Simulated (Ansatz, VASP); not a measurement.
Al3Cu in VASP and in Ansatz

INCAR

```
PREC = Accurate
ENCUT = 520
EDIFF = 1E-6
ISMEAR = 0
SIGMA = 0.1
LREAL = False
LASPH = True
NELM = 80
ALGO = Normal
ISIF = 2
LWAVE = False
LCHARG = False
GGA = PS
NBANDS = 18
```

KPOINTS

```
Automatic mesh
0
Gamma
  10 10 4
```

The input POSCAR:

```
Al3Cu
1.0
    2.7784054294      0.0000000000      0.0000000000
    0.0000000000      2.7784054294      0.0000000000
    0.0000000000      0.0000000000      7.5134034100
Al Cu
3 1
Direct
    0.0000000000      0.0000000000      0.5000000000
    0.5000000000      0.5000000000      0.2261155100
    0.5000000000      0.5000000000      0.7738844900
    0.0000000000      0.0000000000      0.0000000000
```

Input for Ansatz:

```yaml
crystal:
  lattice:
    - [2.7784054294, 0.0, 0.0]
    - [0.0, 2.7784054294, 0.0]
    - [0.0, 0.0, 7.51340341]
  atoms:
    - { symbol: Al, position: [0.0, 0.0, 0.5] }
    - { symbol: Al, position: [0.5, 0.5, 0.22611551] }
    - { symbol: Al, position: [0.5, 0.5, 0.77388449] }
    - { symbol: Cu, position: [0.0, 0.0, 0.0] }
basis:
  ecutwfc: 420
kpoints:
  mp_grid: { grid: [10, 10, 4] }
hamiltonian:
  xc: pbesol
scf:
  occupations: { method: gaussian, width: 0.1 }
output:
  forces: true
  stress: true
  eigenvalues: true
```

Alike in both runs: task single point; functional PBEsol; k mesh 10 × 10 × 4; occupations gaussian, width 0.1 eV; no spin polarisation.

|  | VASP | Ansatz |
| --- | --- | --- |
| version | VASP 6.6.1 | Ansatz 0.2.0 |
| potentials or method | VASP PAW PBE potentials, release 64 (Al, Cu) | scalar-relativistic, plane waves, PAW |
| plane-wave cutoff (eV) | 520 | 420 |
| valence electrons in the cell | 20 | 28 |

VASP gave:

- gap on the k mesh at the Fermi level (eV): none
- pressure (GPa): 1.5
- largest component of the traceless stress (GPa): 0.73
- rms of the force components (eV/Å): 0.075

**Question.** What did Ansatz give for the same quantities?

**Answer.** gap on the k mesh at the Fermi level (eV): none; pressure (GPa): 1.1; largest component of the traceless stress (GPa): 0.73; rms of the force components (eV/Å): 0.083.

Atom by atom the forces differ by 0.008 eV/Å (rms over components). A gap of «none» marks a metal or a gap that the smearing closes. The two sets of potentials don't hold the same shells in valence.

Caveats: the PAW data sets were made with another functional, which shifts forces and pressure a little (VASP).
